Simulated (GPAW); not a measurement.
Runs of GPAW 26.7.0 on BAs. It takes space group F-43m (No. 216, cubic). The conventional cell has a = 4.777 Å, b = 4.777 Å, c = 4.777 Å, α = 90.00°, β = 90.00°, γ = 90.00°. As (site symmetry -43m) is surrounded by 4 B at 2.07 Å. Around B (site symmetry -43m) lie 4 As at 2.07 Å. 

| task | level | potentials or basis | spin | data set | eigensolver | band path | band points | spin axis theta (degrees) | gap on the mesh (eV) | pressure (GPa) | V0 of scaled cells (Å³/atom) | B0 (GPa) |
| --- | --- | --- | --- | --- | --- | --- | --- | --- | --- | --- | --- | --- |
| equation of state | LDA | JTH PAW 2.0, LDA, pw | off | As jth, B jth | - | - | - | - | - | - | 13.21 | 147 |
| band structure | BLYP | PAW data sets generated in the run's folder for this functional, pw | SOC, no magnetisation | - | davidson | GXWKGLUWLK,UX | 60 | 90 | (c) | (b) | - | - |
| equation of state | RPBE+D3 | the program's PAW data sets (release 1.2.1) made for this functional, pw | off | - | - | - | - | - | - | - | 13.90 | 131 |
| band structure | TPSS | GPAW PAW data sets (gpaw-data 1.2.1), pw | SOC, no magnetisation | - | davidson | GXWKGLUWLK,UX | 60 | 0 | 1.12 | (a) | - | - |

Alike in all rows: cell as given; k mesh 8 × 8 × 8; cutoff (eV) 800; smearing fermi-dirac 0.05 eV.

Question: Fill in the values left out.

Answer: (a) 2.6; (b) 8.2; (c) 1.35.

Caveats: spin-orbit coupling was added after a scalar SCF, so levels and gaps hold it while energy, forces, pressure and moments don't (some runs); this program's spin-orbit splittings come out too wide for heavy elements (some runs); the program truncates these outside data sets (some runs); the PAW data sets were made with another functional, which shifts forces and pressure a little (some runs).

A k mesh can miss the band edges, and rows without SOC leave out spin-orbit coupling on As.

Runs at the PBE level aren't shown here.
